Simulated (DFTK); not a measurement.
**Equation of state of Ir under RPBE**

Symmetry: Fm-3m, No. 225, cubic system. The conventional cell has a = 3.831 Å, b = 3.831 Å, c = 3.831 Å, α = 90.00°, β = 90.00°, γ = 90.00°. Ir (site symmetry m-3m) has 12 Ir at 2.71 Å as nearest neighbours.

The cell was scaled at fixed shape and fractions and run with DFTK, SG15 1.2 (PBE), cutoff 1225 eV; RPBE, k mesh 9 × 9 × 9 on the cell of 1 atom, fermi-dirac occupations of 0.05 eV, no spin polarisation, no spin-orbit coupling. The potentials were made for PBE. Energies are those that the program minimises, any entropy of the smearing included. For a metal such a mesh isn't converged to the digits shown.

```csv
V (Å³/atom),energy over the lowest row (meV/atom)
13.2152,170.14
13.4963,103.90
13.7775,55.64
14.0587,?
14.3399,5.37
14.6210,0.00
14.9022,5.89
```

Question: Fit the third-order Birch-Murnaghan form, give V0, B0 and B′, and predict the energy left open.

Answer: With y = (V0/V)^(2/3), E = E0 + (9 V0 B0/16) [(y - 1)³ B′ + (y - 1)² (6 - 4y)]. Least squares through the rows shown give V0 = 14.6091 Å³/atom, E0 = -0.01 meV, B0 = 334.5 GPa (1 eV/Å³ = 160.218 GPa) and B′ = 5.08, with a largest miss of 0.01 meV. At V = 14.0587 the form with these constants gives 23.39 meV; the run gave 23.39 meV an atom. Measured volume: 14.15 Å³/atom at 299.15 K (a printed reference work), so the fit lies +3.2 % from it. The runs are for a static lattice.
